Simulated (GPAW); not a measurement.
# Magnetic state of 1 ML Cr on Rh(001), 3 substrate layers from several starts

Wanted: the moments of 1 ML Cr on Rh(001), 3 substrate layers and the energy of each order that was tried.

Method: PBE; plane waves with GPAW's PAW setups, scalar-relativistic, in GPAW 26.7.0.

## 1. Starting point

The cell holds 4 atoms: 3 Rh and 1 Cr. Cell: a = 2.684 Å, b = 2.684 Å, c = 19.605 Å, α = 90.0°, β = 90.0°, γ = 90.0°. pseudomorphic film on the substrate's lattice, hard-sphere layer spacings, unrelaxed, 14 A of vacuum. Vacuum lies along c.

Coordinates:

```cif
data_structure
_symmetry_space_group_name_H-M 'P 1'
_symmetry_Int_Tables_number 1
_cell_length_a 2.6840
_cell_length_b 2.6840
_cell_length_c 19.6048
_cell_angle_alpha 90.000
_cell_angle_beta 90.000
_cell_angle_gamma 90.000
_cell_volume 141.23
loop_
_atom_site_label
_atom_site_type_symbol
_atom_site_fract_x
_atom_site_fract_y
_atom_site_fract_z
_atom_site_occupancy
Rh1 Rh 0.00000 0.00000 0.35706 1
Rh2 Rh 0.50000 0.50000 0.45386 1
Rh3 Rh 0.00000 0.00000 0.55066 1
Cr4 Cr 0.50000 0.50000 0.64294 1
```

## 2. Run 1 (ferro +)

The parallel start comes first: it fits the smallest cell, keeps the most symmetry and shows whether parallel moments form.

File order1.py:

```python
import json
import numpy as np
from ase import Atoms
from ase.parallel import paropen, parprint
from gpaw import GPAW

atoms = Atoms(['Rh', 'Rh', 'Rh', 'Cr'],
    cell=[[2.683965, 0.0, 0.0],
         [0.0, 2.683965, 0.0],
         [0.0, 0.0, 19.604832]],
    scaled_positions=[[0.0, 0.0, 0.357055],
         [0.5, 0.5, 0.45386],
         [0.0, 0.0, 0.550665],
         [0.5, 0.5, 0.642945]],
    pbc=True,
    magmoms=[0.0, 0.0, 0.0, 2.5])
atoms.calc = GPAW(mode={'name': 'pw', 'ecut': 500},
    xc='PBE',
    kpts={'size': (12, 12, 1), 'gamma': True},
    occupations={'name': 'fermi-dirac', 'width': 0.05},
    convergence={'density': 1e-05, 'energy': 1e-05},
    maxiter=250,
    symmetry={'tolerance': 1e-4},
    txt='order1.txt')
e = atoms.get_potential_energy(force_consistent=True)
res = {'free_energy': e, 'energy_sigma0': atoms.get_potential_energy(), 'fermi_energy': atoms.calc.get_fermi_level()}
res['moments'] = atoms.get_magnetic_moments().tolist()
res['total'] = atoms.get_magnetic_moment()
parprint('site moments (muB):', np.round(res['moments'], 3))
parprint(f"total moment: {res['total']:.3f} muB")
parprint(f'free energy: {e:.6f} eV')
atoms.calc.write('order1.gpw')
with paropen('results.json', 'w') as f:
    json.dump(res, f)
```

Launch:

```
$ OMP_NUM_THREADS=1 mpirun -n 4 gpaw python order1.py > order1.log
```

Numbers of over 12 decimals in the logs are rounded to 6 here.

The program printed:

```text
site moments (muB): [ 0.03  -0.142 -0.13   3.082]
total moment: 3.504 muB
free energy: -28.796616 eV

--- order1.txt ---
Input parameters:
  mode=PW(ecut=500),
  convergence={'density': 1e-05, 'energy': 1e-05},
  kpts=MonkhorstPack(size=(12, 12, 1), gamma=True),
  maxiter=250,
  occupations=Occupations(name='fermi-dirac', width=0.05),
  symmetry=Symmetry(tolerance=0.0001),
  xc=XC(name='PBE')

Diagonalizing LCAO Hamiltonian
Converting LCAO to pw mode
   .------.
  /|      |
 * |      |
 | |      |
 | |      |
 | |      |
 | |      |
 | |      |
 | |      |
 | |      |
 | | Cr   |
 | |      |
 | |      |
 Rh|      |
 | | Rh   |
 | |      |
 | |      |
 Rh|      |
 | |      |
 | |      |
 | |      |
 | |      |
 | |      |
 | |      |
 | .------.
 |/      /
 *------*

Atoms  # Å, Bohr magnetons
|   | symbol |        x |        y |         z |    initial magnetic moments |
|---|--------|----------|----------|-----------|-----------------------------|
| 0 |     Rh | 0.000000 | 0.000000 |  7.000003 | ( 0.0000,  0.0000,  0.0000) |
| 1 |     Rh | 1.341983 | 1.341983 |  8.897849 | ( 0.0000,  0.0000,  0.0000) |
| 2 |     Rh | 0.000000 | 0.000000 | 10.795695 | ( 0.0000,  0.0000,  0.0000) |
| 3 |     Cr | 1.341983 | 1.341983 | 12.604829 | ( 0.0000,  0.0000,  2.5000) |

Unit cell  # Å
| periodic |        x |        y |         z |   lengths |    angles |
|----------|----------|----------|-----------|-----------|-----------|
|      yes | 2.683965 | 0.000000 |  0.000000 |  2.683965 | 90.000000 |
|      yes | 0.000000 | 2.683965 |  0.000000 |  2.683965 | 90.000000 |
|      yes | 0.000000 | 0.000000 | 19.604832 | 19.604832 | 90.000000 |

Number of symmetries: 8

BZ-sampling:
  Number of BZ points: 144
  Number of IBZ points: 28

  Monkhorst-Pack size: [12, 12, 1]
  Monkhorst-Pack shift: [0.041667, 0.041667, 0.0]

K-points  # in reciprocal-cell coordinates
|     |                                coordinates |     weight |
|-----|--------------------------------------------|------------|
|   0 | ( -0.00000000,  -0.00000000,   0.00000000) | 0.00694444 |
|   1 | (  0.08333333,  -0.00000000,   0.00000000) | 0.02777778 |
|   2 | (  0.08333333,   0.08333333,   0.00000000) | 0.02777778 |
|   3 | (  0.16666667,  -0.00000000,   0.00000000) | 0.02777778 |
|   4 | (  0.16666667,   0.08333333,   0.00000000) | 0.05555556 |
|   5 | (  0.16666667,   0.16666667,   0.00000000) | 0.02777778 |
|   6 | (  0.25000000,  -0.00000000,   0.00000000) | 0.02777778 |
|   7 | (  0.25000000,   0.08333333,   0.00000000) | 0.05555556 |
|   8 | (  0.25000000,   0.16666667,   0.00000000) | 0.05555556 |
|   9 | (  0.25000000,   0.25000000,   0.00000000) | 0.02777778 |
| ... |                                            |            |
|  27 | (  0.50000000,   0.50000000,   0.00000000) | 0.00694444 |

Plane wave coefficients: 3617
Cutoff: 500.0 eV

Spin-components: 2 (collinear spins)
Bands:           37
Projectors:      24
Spin-degeneracy: 1
Datatype:        complex128

Parallelization:
  kpt:    4
  domain: 1
  band:   1

Density:
  Valence electrons: 51.0
  Components: 2
  Grid points: [ 14  14 105]
  Charge: 0.0  # |e|

Potential:
  Grid points: [ 14  14 105]

species:
  Rh:
    name:    Rhodium
    Z:       45.0
    valence: 15
    core:    30
    charge:  0.0  # [|e|]
    compensation charges:
      type: gauss
      rc: 0.38  # [Å]
      lmax: 2
    cutoffs:
      filter: 2.48  # [Å]
      core: 2.35  # [Å]
    projectors
    | kind |    occ | energy [eV] | rcut [Å] |
    |------|--------|-------------|----------|
    |   5s |  1.000 |      -4.297 |    1.270 |
    |   4p |  6.000 |     -50.429 |    1.381 |
    |   5p |  0.000 |      -0.852 |    1.381 |
    |   4d |  8.000 |      -5.942 |    1.244 |
    |    s |        |      22.915 |    1.270 |
    |    d |        |      21.270 |    1.244 |

    Using partial waves for Rh as LCAO basis

  Cr:
    name:    Chromium
    Z:       24.0
    valence: 6
    core:    18
    charge:  0.0  # [|e|]
    compensation charges:
      type: gauss
      rc: 0.35  # [Å]
      lmax: 2
    cutoffs:
      filter: 2.14  # [Å]
      core: 3.04  # [Å]
    projectors
    | kind |    occ | energy [eV] | rcut [Å] |
    |------|--------|-------------|----------|
    |   4s |  1.000 |      -4.007 |    1.164 |
    |   4p |  0.000 |      -0.989 |    1.217 |
    |   3d |  5.000 |      -2.913 |    1.111 |
    |    s |        |      23.205 |    1.164 |
    |    p |        |      26.223 |    1.217 |
    |    d |        |      24.299 |    1.111 |

    Using partial waves for Cr as LCAO basis

Reference energy: -418986.318450  # eV

eigensolver:
  PPCG
  Converge bands: occupied
  niter=2

density mixing:
  MSR1-Mixer
  Pratt-step length: 0.05
  Maximum mixing coefficient: 0.75
  Old densities: 10
  SVD Regularization: 0.005
  Good broyden scale: 1.0
  Trust region scale: 1.0
  Backstep threshold: 4.0
  History deletion threshold: 6.0
  Fourier metric: weight=20.0, sigma=0.015

occupation numbers:
  Fermi-Dirac:
    width: 0.0500  # eV

poisson solver:
  ecut: 4000.0  # eV

xc functional:
  name: PBE with 2 nearest neighbor stencil

convergence criteria:
- Maximum integral of absolute [dens]ity change: 1e-05 electrons / valence electron
- Maximum [total energy] change in last 3 cyles: 1e-05 eV / valence electron
- Maximum integral of absolute [eigenst]ate change: 4e-08 eV^2 / valence electron
maximum number of iterations: 250

SCF iterations
|iter     |      energy | eigst |  dens |  magmom |
|---------|-------------|-------|-------|---------|
|iter:   1|       0s |  -44.590849 | +0.20 |       |  +2.4861|
|iter:   2|       3s | -102.571329 | +0.14 | -0.55 |  +2.3880|
|iter:   3|       6s |  -39.960520 | -0.39 | -0.45 |  +2.3768|
|iter:   4|       9s |  -31.803132 | -0.02 | -0.69 |  +2.3610|
|iter:   5|      11s |  -33.453914 | -1.40 | -0.83 |  +2.2855|
|iter:   6|      14s |  -30.638764 | -1.39 | -0.78 |  +2.2027|
|iter:   7|      17s |  -29.128705 | -1.66 | -1.00 |  +2.1063|
|iter:   8|      20s |  -30.319752 | -1.70 | -1.25 |  +2.0110|
|iter:   9|      22s |  -28.715848 | -2.08 | -1.01 |  +1.9836|
|iter:  10|      25s |  -28.657829 | -2.86 | -1.47 |  +1.9606|
[... 28 iterations left out ...]
|iter:  39|     105s |  -28.767476c| -5.79 | -3.54 |  +3.5017|
|iter:  40|     108s |  -28.767504c| -5.81 | -3.48 |  +3.5010|
|iter:  41|     111s |  -28.767469c| -6.33 | -3.42 |  +3.5035|
|iter:  42|     114s |  -28.767455c| -7.07 | -3.86 |  +3.5036|
|iter:  43|     116s |  -28.767455c| -7.42c| -4.06 |  +3.5038|
|iter:  44|     119s |  -28.767460c| -7.82c| -4.44 |  +3.5041|
|iter:  45|     122s |  -28.767456c| -7.62c| -4.45 |  +3.5046|
|iter:  46|     125s |  -28.767458c| -7.99c| -4.46 |  +3.5045|
|iter:  47|     126s |  -28.767456c| -7.89c| -4.93 |  +3.5044|
|iter:  48|     127s |  -28.767459c| -7.86c| -5.04c|  +3.5045|

Converged in 48 steps
Energy contributions relative to reference atoms: (reference = -418986.318450)

Energy contributions:
  Kinetic:         -12.588235
  Coulomb:           2.817595
  Zero:             -0.139689
  External:          0.000000
  Xc:              -18.827972
  Entropy:          -0.058316
  Spinorbit:         0.000000
  ----------------------------
  Free energy:     -28.796616
  Extrapolated:    -28.767459

dipole moment: (-16.153312, -16.153312, 0.086966)  # |e|*Ang

Total magnetic moment: (0.000000, 0.000000, 3.504474)

Local magnetic moments
|        x |        y |         z |
|----------|----------|-----------|
| 0.000000 | 0.000000 |  0.029719 |  # Rh   0
| 0.000000 | 0.000000 | -0.142178 |  # Rh   1
| 0.000000 | 0.000000 | -0.129759 |  # Rh   2
| 0.000000 | 0.000000 |  3.081889 |  # Cr   3

Fermi level: 1.698
Eigenvalues  # (at kpt = [-0.000, -0.000, 0.000])
| band index |      eig [eV] | occ [0-1] |      eig [eV] | occ [0-1] |
|------------|---------------|-----------|---------------|-----------|
|          0 |       -45.158 |     1.000 |       -45.248 |     1.000 |
|        ... |               |           |               |           |
|         19 |        -0.080 |     1.000 |         0.524 |     1.000 |
|         20 |         0.274 |     1.000 |         0.524 |     1.000 |
|         21 |         0.294 |     1.000 |         0.594 |     1.000 |
|         22 |         0.294 |     1.000 |         0.966 |     1.000 |
|         23 |         0.626 |     1.000 |         1.629 |     0.799 |
|         24 |         1.012 |     1.000 |         1.649 |     0.730 |
|         25 |         1.517 |     0.974 |         2.125 |     0.000 |
|         26 |         1.525 |     0.970 |         2.125 |     0.000 |
|         27 |         1.525 |     0.970 |         2.279 |     0.000 |
|         28 |         2.052 |     0.001 |         2.468 |     0.000 |
|         29 |         2.056 |     0.001 |         2.898 |     0.000 |
|         30 |         2.346 |     0.000 |         4.389 |     0.000 |
|         31 |         2.450 |     0.000 |         4.467 |     0.000 |
|         32 |         2.450 |     0.000 |         4.467 |     0.000 |
|         33 |         3.879 |     0.000 |         4.859 |     0.000 |
|        ... |               |           |               |           |
|         36 |         7.906 |     0.000 |         8.152 |     0.000 |

No gap
No difference between direct/indirect transitions
```

The job ended after 2.2 min (4 MPI ranks of Arm Neoverse V1, shared host; peak memory 1.1 GiB).

Spin moment in the augmentation sphere by atom:

```
atom  spin moment in the augmentation sphere (μB)
 Rh1                                         0.03
 Rh2                                        -0.14
 Rh3                                        -0.13
 Cr4                                         3.08
```

This step gave:

```yaml
magnetization: 3.504 μB
final_state: ferromagnetic
```

After 48 cycles the largest moment stands at 3.08 μB.

## 3. Run 2 (antiferro q=(0,1/2,0) +-)

Another pattern of signs weighs the neighbour shells otherwise.

The cell is doubled to 8 atoms to hold this order. Its mesh is chosen so that both cells sample the same points.

File order2.py:

```python
import json
import numpy as np
from ase import Atoms
from ase.parallel import paropen, parprint
from gpaw import GPAW

atoms = Atoms(['Rh', 'Rh', 'Rh', 'Rh', 'Rh', 'Rh', 'Cr', 'Cr'],
    cell=[[2.683965, 0.0, 0.0],
         [0.0, 5.36793, 0.0],
         [0.0, 0.0, 19.604832]],
    scaled_positions=[[0.0, 0.0, 0.357055],
         [0.0, 0.5, 0.357055],
         [0.5, 0.25, 0.45386],
         [0.5, 0.75, 0.45386],
         [0.0, 0.0, 0.550665],
         [0.0, 0.5, 0.550665],
         [0.5, 0.25, 0.642945],
         [0.5, 0.75, 0.642945]],
    pbc=True,
    magmoms=[0.0, 0.0, 0.0, 0.0, 0.0, 0.0, 2.5, -2.5])
atoms.calc = GPAW(mode={'name': 'pw', 'ecut': 500},
    xc='PBE',
    kpts={'size': (12, 6, 1), 'gamma': True},
    occupations={'name': 'fermi-dirac', 'width': 0.05},
    convergence={'density': 1e-05, 'energy': 1e-05},
    maxiter=250,
    symmetry={'tolerance': 1e-4},
    txt='order2.txt')
e = atoms.get_potential_energy(force_consistent=True)
res = {'free_energy': e, 'energy_sigma0': atoms.get_potential_energy(), 'fermi_energy': atoms.calc.get_fermi_level()}
res['moments'] = atoms.get_magnetic_moments().tolist()
res['total'] = atoms.get_magnetic_moment()
parprint('site moments (muB):', np.round(res['moments'], 3))
parprint(f"total moment: {res['total']:.3f} muB")
parprint(f'free energy: {e:.6f} eV')
atoms.calc.write('order2.gpw')
with paropen('results.json', 'w') as f:
    json.dump(res, f)
```

Launch:

```
$ OMP_NUM_THREADS=1 mpirun -n 4 gpaw python order2.py > order2.log
```

The program printed:

```text
site moments (muB): [ 0.     0.     0.126 -0.126 -0.    -0.     2.926 -2.926]
total moment: 0.000 muB
free energy: -58.102670 eV

--- order2.txt ---
Input parameters:
  mode=PW(ecut=500),
  convergence={'density': 1e-05, 'energy': 1e-05},
  kpts=MonkhorstPack(size=(12, 6, 1), gamma=True),
  maxiter=250,
  occupations=Occupations(name='fermi-dirac', width=0.05),
  symmetry=Symmetry(tolerance=0.0001),
  xc=XC(name='PBE')

Diagonalizing LCAO Hamiltonian
Converting LCAO to pw mode
    .------.
   /|      |
  / |      |
 *  |      |
 |  |      |
 |  |      |
 |  |      |
 |  |      |
 |  |      |
 |  |  Cr  |
 |  |      |
 |  |Cr    |
 | Rh      |
 |  |      |
 Rh |  Rh  |
 |  |Rh    |
 |  |      |
 | Rh      |
 Rh |      |
 |  |      |
 |  |      |
 |  |      |
 |  |      |
 |  |      |
 |  .------.
 | /      /
 |/      /
 *------*

Atoms  # Å, Bohr magnetons
|   | symbol |        x |        y |         z |    initial magnetic moments |
|---|--------|----------|----------|-----------|-----------------------------|
| 0 |     Rh | 0.000000 | 0.000000 |  7.000003 | ( 0.0000,  0.0000,  0.0000) |
| 1 |     Rh | 0.000000 | 2.683965 |  7.000003 | ( 0.0000,  0.0000,  0.0000) |
| 2 |     Rh | 1.341983 | 1.341983 |  8.897849 | ( 0.0000,  0.0000,  0.0000) |
| 3 |     Rh | 1.341983 | 4.025948 |  8.897849 | ( 0.0000,  0.0000,  0.0000) |
| 4 |     Rh | 0.000000 | 0.000000 | 10.795695 | ( 0.0000,  0.0000,  0.0000) |
| 5 |     Rh | 0.000000 | 2.683965 | 10.795695 | ( 0.0000,  0.0000,  0.0000) |
| 6 |     Cr | 1.341983 | 1.341983 | 12.604829 | ( 0.0000,  0.0000,  2.5000) |
| 7 |     Cr | 1.341983 | 4.025948 | 12.604829 | ( 0.0000,  0.0000, -2.5000) |

Unit cell  # Å
| periodic |        x |        y |         z |   lengths |    angles |
|----------|----------|----------|-----------|-----------|-----------|
|      yes | 2.683965 | 0.000000 |  0.000000 |  2.683965 | 90.000000 |
|      yes | 0.000000 | 5.367930 |  0.000000 |  5.367930 | 90.000000 |
|      yes | 0.000000 | 0.000000 | 19.604832 | 19.604832 | 90.000000 |

Number of symmetries: 2

BZ-sampling:
  Number of BZ points: 72
  Number of IBZ points: 28

  Monkhorst-Pack size: [12, 6, 1]
  Monkhorst-Pack shift: [0.041667, 0.083333, 0.0]

Plane wave coefficients: 7226
Cutoff: 500.0 eV

Spin-components: 2 (collinear spins)
Bands:           66
Projectors:      48
Spin-degeneracy: 1
Datatype:        complex128

Parallelization:
  kpt:    4
  domain: 1
  band:   1

Density:
  Valence electrons: 102.0
  Components: 2
  Grid points: [ 14  28 105]
  Charge: 0.0  # |e|

Potential:
  Grid points: [ 14  28 105]

[... setups left out ...]
Reference energy: -837972.636900  # eV

eigensolver:
  PPCG
  Converge bands: occupied
  niter=2

density mixing:
  MSR1-Mixer
  Pratt-step length: 0.05
  Maximum mixing coefficient: 0.75
  Old densities: 10
  SVD Regularization: 0.005
  Good broyden scale: 1.0
  Trust region scale: 1.0
  Backstep threshold: 4.0
  History deletion threshold: 6.0
  Fourier metric: weight=20.0, sigma=0.015

occupation numbers:
  Fermi-Dirac:
    width: 0.0500  # eV

poisson solver:
  ecut: 4000.0  # eV

xc functional:
  name: PBE with 2 nearest neighbor stencil

convergence criteria:
- Maximum integral of absolute [dens]ity change: 1e-05 electrons / valence electron
- Maximum [total energy] change in last 3 cyles: 1e-05 eV / valence electron
- Maximum integral of absolute [eigenst]ate change: 4e-08 eV^2 / valence electron
maximum number of iterations: 250

SCF iterations
|iter     |      energy | eigst |  dens |  magmom |
|---------|-------------|-------|-------|---------|
|iter:   1|       0s |  -89.443642 | +0.33 |       |  +0.0000|
|iter:   2|      12s | -199.492116 | +0.80 | -0.56 |  -0.0000|
|iter:   3|      25s |  -82.640952 | -0.26 | -0.49 |  -0.0000|
|iter:   4|      37s |  -77.492631 | +0.31 | -0.69 |  -0.0000|
|iter:   5|      49s |  -62.313850 | -0.74 | -0.66 |  +0.0000|
|iter:   6|      61s |  -77.189901 | -0.64 | -1.00 |  +0.0000|
|iter:   7|      73s |  -58.905520 | -1.09 | -0.64 |  +0.0000|
|iter:   8|      85s |  -61.715707 | -1.28 | -1.14 |  +0.0000|
|iter:   9|      97s |  -58.501205 | -1.95 | -0.98 |  +0.0000|
|iter:  10|     109s |  -57.688163 | -2.35 | -1.31 |  +0.0000|
[... 37 iterations left out ...]
|iter:  48|     564s |  -58.048065c| -6.48 | -3.98 |  +0.0000|
|iter:  49|     576s |  -58.048055c| -6.61 | -3.98 |  -0.0000|
|iter:  50|     588s |  -58.048056c| -6.87 | -4.20 |  +0.0002|
|iter:  51|     600s |  -58.048087c| -6.55 | -3.89 |  -0.0001|
|iter:  52|     611s |  -58.048057c| -7.14 | -3.82 |  +0.0000|
|iter:  53|     617s |  -58.048058c| -7.59c| -4.63 |  +0.0000|
|iter:  54|     623s |  -58.048063c| -7.59c| -4.63 |  +0.0000|
|iter:  55|     629s |  -58.048062c| -7.93c| -4.85 |  +0.0000|
|iter:  56|     634s |  -58.048063c| -7.84c| -4.88 |  +0.0000|
|iter:  57|     640s |  -58.048063c| -7.90c| -5.07c|  +0.0000|

Converged in 57 steps
Energy contributions relative to reference atoms: (reference = -837972.636900)

Energy contributions:
  Kinetic:         -33.197044
  Coulomb:          11.879857
  Zero:             -0.275037
  External:          0.000000
  Xc:              -36.401232
  Entropy:          -0.109214
  Spinorbit:         0.000000
  ----------------------------
  Free energy:     -58.102670
  Extrapolated:    -58.048063

dipole moment: (-32.294871, -32.294849, 0.080103)  # |e|*Ang

Total magnetic moment: (0.000000, 0.000000, 0.000011)

Local magnetic moments
|        x |        y |         z |
|----------|----------|-----------|
| 0.000000 | 0.000000 |  0.000006 |  # Rh   0
| 0.000000 | 0.000000 |  0.000006 |  # Rh   1
| 0.000000 | 0.000000 |  0.126039 |  # Rh   2
| 0.000000 | 0.000000 | -0.126034 |  # Rh   3
| 0.000000 | 0.000000 | -0.000001 |  # Rh   4
| 0.000000 | 0.000000 | -0.000001 |  # Rh   5
| 0.000000 | 0.000000 |  2.926232 |  # Cr   6
| 0.000000 | 0.000000 | -2.926233 |  # Cr   7

Fermi level: 1.501
Eigenvalues  # (at kpt = [-0.000, 0.000, 0.000])
| band index |      eig [eV] | occ [0-1] |      eig [eV] | occ [0-1] |
|------------|---------------|-----------|---------------|-----------|
|          0 |       -45.440 |     1.000 |       -45.440 |     1.000 |
|        ... |               |           |               |           |
|         42 |         0.311 |     1.000 |         0.312 |     1.000 |
|         43 |         0.323 |     1.000 |         0.323 |     1.000 |
|         44 |         0.460 |     1.000 |         0.460 |     1.000 |
|         45 |         0.554 |     1.000 |         0.554 |     1.000 |
|         46 |         0.841 |     1.000 |         0.841 |     1.000 |
|         47 |         1.068 |     1.000 |         1.068 |     1.000 |
|         48 |         1.353 |     0.951 |         1.353 |     0.951 |
|         49 |         1.386 |     0.909 |         1.386 |     0.909 |
|         50 |         1.607 |     0.107 |         1.607 |     0.107 |
|         51 |         1.633 |     0.067 |         1.633 |     0.067 |
|         52 |         1.718 |     0.013 |         1.719 |     0.013 |
|         53 |         1.945 |     0.000 |         1.945 |     0.000 |
|         54 |         2.018 |     0.000 |         2.018 |     0.000 |
|         55 |         2.105 |     0.000 |         2.105 |     0.000 |
|         56 |         2.154 |     0.000 |         2.154 |     0.000 |
|         57 |         2.210 |     0.000 |         2.210 |     0.000 |
|        ... |               |           |               |           |
|         65 |         4.714 |     0.000 |         4.714 |     0.000 |

No gap
No difference between direct/indirect transitions
```

It took 11 min on 4 MPI ranks; peak memory 1.7 GiB.

Spin moment in the augmentation sphere by atom:

```
atom  spin moment in the augmentation sphere (μB)
 Rh1                                         0.00
 Rh2                                         0.00
 Rh3                                         0.13
 Rh4                                        -0.13
 Rh5                                         0.00
 Rh6                                         0.00
 Cr7                                         2.93
 Cr8                                        -2.93
```

Read from the output:

- magnetization: 0 μB
- final state: antiferromagnetic

It lies 255 meV a seeded atom under the first start, and its largest moment is 2.93 μB against 3.08 μB.

(Continued in part 2 of 2.)

[Logs and program files are shortened in this print: banners, set-up blocks, solver, clock and traceback lines can be left out without a mark of their own.]

[Logs are printed without paths, hosts, clocks, repeated set-up lines and the standing remarks that a program may print on its own settings, such as how far it seeks lower states.]

[Hosts, paths, dates, database ids (printed as entryN), source tags and the programs' standing remarks are cut or masked in the printed files.]

[Where a cell is said to come from a database of computed structures, the database is the Materials Project.]
